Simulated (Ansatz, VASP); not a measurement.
# NiI2 in two plane-wave programs

Wanted: the spread between two codes on one cell, functional and k mesh.

Calculated with Ansatz 0.2.0; plane waves, with VASP 6.6.1 beside it; single point at PBEsol, DFT+U and relaxation of the atoms at LDA, DFT+U.

**1. The starting structure**

The structure is trigonal, space group R-3m (No. 166). The conventional cell has a = 3.928 Å, b = 3.928 Å, c = 19.808 Å, α = 90.00°, β = 90.00°, γ = 120.00°. Nearest to I lie 3 Ni at 2.69 Å. Nearest to Ni lie 6 I at 2.69 Å. Farther neighbours and most contacts between anions are not listed.

**2. VASP: single point, PBEsol, DFT+U**

With cell and atoms fixed, the geometry can't cause a difference; cores, projectors, grids and the points listed under the comparison can.

Lines of VASP's logs that name or quote its potential files are left out, and so is its time.

INCAR reads:

```
SYSTEM = NiI2
PREC = Accurate
ENCUT = 400
EDIFF = 1E-05
NELM = 100
ISMEAR = 0
SIGMA = 0.05
LREAL = .FALSE.
ALGO = Normal
GGA = PS
NBANDS = 20
ISPIN = 2
MAGMOM = 0 0 1
LDAU = .TRUE.
LDAUTYPE = 2
LDAUL = -1 2
LDAUU = 0 6.2
LDAUJ = 0 0
LDAUPRINT = 1
LASPH = .TRUE.
LMAXMIX = 4
LORBIT = 11
LWAVE = .FALSE.
LCHARG = .FALSE.
KPAR = 4
```

POSCAR reads:

```
NiI2
1.0
    1.9640000463      1.1339159554      6.6028330000
   -1.9640000463      1.1339159554      6.6028330000
    0.0000000000     -2.2678319109      6.6028330000
I Ni
2 1
Direct
    0.7395384500      0.7395384500      0.7395384500
    0.2604615500      0.2604615500      0.2604615500
    0.0000000000      0.0000000000      0.0000000000
```

KPOINTS reads:

```
Automatic mesh
0
Gamma
10 10 10
0 0 0
```

The projector-augmented-wave data sets are I and Ni (PBE family, release 64).

Launch:

```console
mpirun -np 4 vasp_std
```

Numbers of over 12 decimals in the logs are rounded to 6 here.

The program printed:

```text
[banner, memory and clock lines left out]
running    4 mpi-ranks, on    1 nodes
 distrk:  each k-point on    1 cores,    4 groups
 distr:  one band on    1 cores,    1 groups

 POSCAR found type information on POSCAR I Ni
 POSCAR found :  2 types and       3 ions
|                                                                             |
|               ----> ADVICE to this user running VASP <----                  |
|                                                                             |
|     You enforced a specific xc type in the INCAR file but a different       |
|     [... a line on the potential file left out ...]
|     I HOPE YOU KNOW WHAT YOU ARE DOING!                                     |
|                                                                             |

 LDA part: xc-table for (Slater+PW92), standard interpolation
 POSCAR, INCAR and KPOINTS ok, starting setup
 FFT: planning ... GRIDC
 FFT: planning ... GRID_SOFT
 FFT: planning ... GRID
 WAVECAR not read
 entering main loop
       N       E                     dE             d eps       ncg     rms          rms(c)
DAV:   1     0.132901690074E+03    0.13290E+03   -0.82651E+03  9296   0.854E+02
DAV:   2     0.485840075765E+01   -0.12804E+03   -0.12295E+03 10240   0.206E+02
DAV:   3    -0.600323296669E+01   -0.10862E+02   -0.10698E+02 11312   0.713E+01
DAV:   4    -0.626801281774E+01   -0.26478E+00   -0.26461E+00 12660   0.109E+01
DAV:   5    -0.627125129629E+01   -0.32385E-02   -0.32383E-02 11244   0.115E+00    0.104E+01
DAV:   6    -0.710446028535E+01   -0.83321E+00   -0.57009E+00 10960   0.467E+01    0.732E+00
DAV:   7    -0.739467180955E+01   -0.29021E+00   -0.55165E-01 10816   0.843E+00    0.409E+00
DAV:   8    -0.750949922385E+01   -0.11483E+00   -0.49510E-01 11460   0.820E+00    0.270E+00
DAV:   9    -0.752958773392E+01   -0.20089E-01   -0.16823E-01 11092   0.121E+01    0.130E+00
DAV:  10    -0.754040930486E+01   -0.10822E-01   -0.50264E-02 12776   0.195E+00    0.407E-01
DAV:  11    -0.754157088963E+01   -0.11616E-02   -0.10021E-02 10296   0.168E+00    0.295E-01
DAV:  12    -0.754166998606E+01   -0.99096E-04   -0.88305E-04 11116   0.562E-01    0.113E-01
DAV:  13    -0.754175056843E+01   -0.80582E-04   -0.25829E-04 12164   0.333E-01    0.283E-02
DAV:  14    -0.754177034463E+01   -0.19776E-04   -0.12519E-04 10160   0.771E-02    0.198E-02
DAV:  15    -0.754177361374E+01   -0.32691E-05   -0.56078E-06  5284   0.224E-02
   1 F= -.75417736E+01 E0= -.75417736E+01  d E =-.125754E-13  mag=     2.0004
```

Parts of OUTCAR (step 2):

```text
ion  position               nearest neighbor table
   1  0.740  0.740  0.740-   3 2.69   3 2.69   3 2.69
   2  0.260  0.260  0.260-   3 2.69   3 2.69   3 2.69
   3  0.000  0.000  0.000-   1 2.69   1 2.69   2 2.69   2 2.69   1 2.69   2 2.69

  LATTYP: Found a trigonal (rhomboedric) cell.
 ALAT       =     6.9814371874
 COS(alpha) =     0.8417209944

 Subroutine GETGRP returns: Found 12 space group operations
 (whereof 12 operations were pure point group operations)

The static configuration has the point symmetry D_3d.

 Found    116 irreducible k-points:

   k-points           NKPTS =    116   k-points in BZ     NKDIM =    116   number of bands    NBANDS=     20

   dimension x,y,z NGX =    48 NGY =   48 NGZ =   48
   dimension x,y,z NGXF=    96 NGYF=   96 NGZF=   96

   ENCUT  =  400.0 eV  29.40 Ry    5.42 a.u.  11.38 11.38 11.38*2*pi/ulx,y,z

   NELECT =      24.0000    total number of electrons

 k-points in reciprocal lattice and weights: Automatic mesh
   0.00000000  0.00000000  0.00000000       0.001
   0.10000000 -0.00000000  0.00000000       0.006
   0.20000000 -0.00000000  0.00000000       0.006
   0.30000000  0.00000000 -0.00000000       0.006
   0.40000000 -0.00000000 -0.00000000       0.006
   0.50000000  0.00000000  0.00000000       0.003
   0.10000000  0.10000000  0.00000000       0.006
   0.20000000  0.10000000  0.00000000       0.012
   0.30000000  0.10000000  0.00000000       0.012
[...]
0.30000000  0.30000000  0.20000000       0.006
[...]
spin component  1

  0.9785  0.0000 -0.0000  0.0174  0.0000
  0.0000  0.9887 -0.0000 -0.0000  0.0174
 -0.0000 -0.0000  0.9668  0.0000  0.0000
  0.0174 -0.0000  0.0000  0.9887  0.0000
  0.0000  0.0174  0.0000  0.0000  0.9785

spin component  2

  0.7240  0.0000 -0.0000 -0.3312 -0.0000
  0.0000  0.4946 -0.0000  0.0000 -0.3312
 -0.0000 -0.0000  0.9613 -0.0000  0.0000
 -0.3312  0.0000 -0.0000  0.4946 -0.0000
 -0.0000 -0.3312  0.0000 -0.0000  0.7240

 occupancies and eigenvectors

  o =  0.2587  v =  0.0000  0.0000  0.0000  0.0000  0.0000 -0.5800  0.0000 -0.0000 -0.8146 -0.0000      0.0000  0.0000  0.0000  0.0000  0.0000  0.0000  0.0000  0.0000  0.0000  0.0000
  o =  0.2587  v =  0.0000  0.0000  0.0000  0.0000  0.0000  0.0000 -0.8146  0.0000  0.0000 -0.5800      0.0000  0.0000  0.0000  0.0000  0.0000  0.0000  0.0000  0.0000  0.0000  0.0000
  o =  0.9598  v =  0.0000  0.0000  0.0000  0.0000  0.0000  0.0000 -0.5800 -0.0000  0.0000  0.8146      0.0000  0.0000  0.0000  0.0000  0.0000  0.0000  0.0000  0.0000  0.0000  0.0000
  o =  0.9598  v =  0.0000  0.0000  0.0000  0.0000  0.0000 -0.8146  0.0000  0.0000  0.5800  0.0000      0.0000  0.0000  0.0000  0.0000  0.0000  0.0000  0.0000  0.0000  0.0000  0.0000
  o =  0.9613  v =  0.0000  0.0000  0.0000  0.0000  0.0000  0.0000  0.0000 -1.0000  0.0000 -0.0000      0.0000  0.0000  0.0000  0.0000  0.0000  0.0000  0.0000  0.0000  0.0000  0.0000
  o =  0.9655  v =  0.0000 -0.5990 -0.0000  0.0000  0.8008  0.0000  0.0000  0.0000  0.0000  0.0000      0.0000  0.0000  0.0000  0.0000  0.0000  0.0000  0.0000  0.0000  0.0000  0.0000
  o =  0.9655  v = -0.8008  0.0000 -0.0000  0.5990  0.0000  0.0000  0.0000  0.0000  0.0000  0.0000      0.0000  0.0000  0.0000  0.0000  0.0000  0.0000  0.0000  0.0000  0.0000  0.0000
  o =  0.9668  v =  0.0000 -0.0000  1.0000  0.0000  0.0000  0.0000  0.0000  0.0000  0.0000  0.0000      0.0000  0.0000  0.0000  0.0000  0.0000  0.0000  0.0000  0.0000  0.0000  0.0000
  o =  1.0017  v = -0.5990  0.0000  0.0000 -0.8008 -0.0000  0.0000  0.0000  0.0000  0.0000  0.0000      0.0000  0.0000  0.0000  0.0000  0.0000  0.0000  0.0000  0.0000  0.0000  0.0000
  o =  1.0017  v =  0.0000  0.8008  0.0000 -0.0000  0.5990  0.0000  0.0000  0.0000  0.0000  0.0000      0.0000  0.0000  0.0000  0.0000  0.0000  0.0000  0.0000  0.0000  0.0000  0.0000

 average (electrostatic) potential at core
       1 -90.9764       2 -90.9764       3 -87.1699

 E-fermi :   4.4256

 spin component 1
 k-point     1 :       0.0000    0.0000    0.0000
  band No.  band energies     occupation
    ...
      9       3.8260      1.00000
     10       3.8260      1.00000
     11       3.9833      1.00000
     12       3.9833      1.00000
     13       3.9992      1.00000
     14       8.2305      0.00000
     15       8.7277      0.00000
     16      10.5335      0.00000
     17      10.5335      0.00000
     18      11.8576      0.00000
    ...

 k-point     2 :       0.1000   -0.0000    0.0000
  band No.  band energies     occupation
    ...
      9       3.0941      1.00000
     10       3.5165      1.00000
     11       3.6450      1.00000
     12       4.0031      1.00000
     13       4.0787      1.00000
     14       8.7546      0.00000
     15       9.2011      0.00000
     16      10.1162      0.00000
     17      10.8270      0.00000
     18      12.0538      0.00000
    ...

 k-point     3 :       0.2000   -0.0000    0.0000
  band No.  band energies     occupation
    ...
      9       1.9227      1.00000
     10       2.7832      1.00000
     11       3.0269      1.00000
     12       3.9149      1.00000
     13       4.0469      1.00000
     14       8.7156      0.00000
     15       9.8359      0.00000
     16      10.9722      0.00000
     17      11.4536      0.00000
     18      11.5550      0.00000
    ...

 k-point     4 :       0.3000    0.0000   -0.0000
  band No.  band energies     occupation
    ...
      9       1.0216      1.00000
     10       2.0217      1.00000
     11       2.5523      1.00000
     12       3.7042      1.00000
     13       3.9349      1.00000
     14       8.1015      0.00000
     15      10.0156      0.00000
     16      11.2140      0.00000
     17      11.9433      0.00000
     18      12.2150      0.00000
    ...

 k-point     5 :       0.4000   -0.0000   -0.0000
  band No.  band energies     occupation
    ...
      9       0.4498      1.00000
     10       1.8785      1.00000
     11       2.2105      1.00000
     12       3.3704      1.00000
     13       3.8344      1.00000
     14       7.7092      0.00000
     15       9.6291      0.00000
     16      11.0498      0.00000
     17      11.9071      0.00000
     18      12.4136      0.00000
    ...

 k-point     6 :       0.5000    0.0000    0.0000
  band No.  band energies     occupation
    ...
      9       0.1711      1.00000
     10       2.0038      1.00000
     11       2.0853      1.00000
     12       3.1513      1.00000
     13       3.7959      1.00000
     14       7.5788      0.00000
     15       9.4305      0.00000
     16      11.2802      0.00000
     17      11.3848      0.00000
     18      12.4316      0.00000
    ...

  Total        0.2696200      0.2696200      1.5841258      0.0000000     -0.0000000      0.0000000
  in kB        4.8961951      4.8961951     28.7671164      0.0000000     -0.0000000      0.0000000
  external PRESSURE =      12.8531689 kB  Pullay stress =       0.0000000 kB

  energy-cutoff  :      400.00
  volume of cell :       88.23
      direct lattice vectors                 reciprocal lattice vectors
     1.964000046  1.133915955  6.602833000     0.254582479  0.146983263  0.050483381
    -1.964000046  1.133915955  6.602833000    -0.254582479  0.146983263  0.050483381
     0.000000000 -2.267831911  6.602833000     0.000000000 -0.293966525  0.050483381

 POSITION                                       TOTAL-FORCE (eV/Angst)
 -----------------------------------------------------------------------------------
      0.00000     -0.00000     14.64915         0.000000     -0.000000      0.586599
      0.00000     -0.00000      5.15935         0.000000      0.000000     -0.586599
      0.00000      0.00000      0.00000         0.000000     -0.000000      0.000000
 -----------------------------------------------------------------------------------
    total drift:                               -0.000000     -0.000000     -0.000000

  FREE ENERGIE OF THE ION-ELECTRON SYSTEM (eV)
  ---------------------------------------------------
  free  energy   TOTEN  =        -7.5417736137 eV

  energy  without entropy=       -7.5417736137  energy(sigma->0) =       -7.54177361

 total charge
# of ion       s       p       d       tot
------------------------------------------
    1        1.510   2.778   0.028   4.316
    2        1.510   2.778   0.028   4.316
    3        0.363   0.375   8.276   9.014
--------------------------------------------------
tot          3.383   5.931   8.332  17.645

 magnetization (x)
# of ion       s       p       d       tot
------------------------------------------
    1        0.011   0.154   0.001   0.165
    2        0.011   0.154   0.001   0.165
    3        0.003   0.001   1.502   1.506
--------------------------------------------------
tot          0.024   0.308   1.504   1.836

[... 6 further parts left out ...]
```

The cell holds one magnetic atom, so no antiferromagnetic order fits into it.

(Part 1 of 2 ends here.)

[Lines on the potential files, build, host, timing and source positions are cut from VASP's logs without a mark.]

[Logs are printed without paths, hosts, clocks, repeated set-up lines and the standing remarks that a program may print on its own settings, such as how far it seeks lower states.]

[Hosts, paths, dates, database ids (printed as entryN), source tags and the programs' standing remarks are cut or masked in the printed files.]
